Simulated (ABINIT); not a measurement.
HfO2:

```
Hf O
1.0
     0.00000    2.55750    2.55750
     2.55750    0.00000    2.55750
     2.55750    2.55750    0.00000
Hf O
1 2
Direct
  0.00000 0.00000 0.00000
  0.75000 0.75000 0.75000
  0.25000 0.25000 0.25000
```

Measurements of this composition are mostly on another form, of space group No. 14.

Base run:

* Program: ABINIT 10.8.3 (patched build)
* Functional: LDA-PZ
* Potentials or basis: JTH PAW LDA v2.0
* Cutoff: 626 eV
* k mesh: 9 × 9 × 9
* Occupations: fermi-dirac, width 0.05 eV
* Spin: no spin polarisation

Its results: band gap on the k mesh 3.63 eV, indirect (least direct gap 3.75 eV); pressure -19.7 GPa.

Question: After a change of settings the same cell gave: band gap on the k mesh 3.75 eV, indirect (least direct gap 3.87 eV); pressure -13.1 GPa. Which change was it?
A. functional from LDA-PZ to LDA; k mesh from 9 × 9 × 9 to 5 × 5 × 5
B. functional from LDA-PZ to PBEsol; potentials or basis from JTH PAW LDA v2.0 to PseudoDojo NC SR PBEsol v0.4.1 standard; cutoff from 626 eV to 1143 eV
C. functional from LDA-PZ to SOGGA; potentials or basis from JTH PAW LDA v2.0 to JTH PAW PBE v2.0
D. functional from LDA-PZ to HCTH407; potentials or basis from JTH PAW LDA v2.0 to JTH PAW PBE v2.0

Answer: B.

Caveats: spin-orbit coupling is left out, which moves the levels of the heavy elements; the mesh misses the band edges, which the band path finds closer together; so large a pressure means that the cell lies far from this level's equilibrium, or that cutoff or potentials fall short (some runs).

Runs at the PBE level aren't shown here.
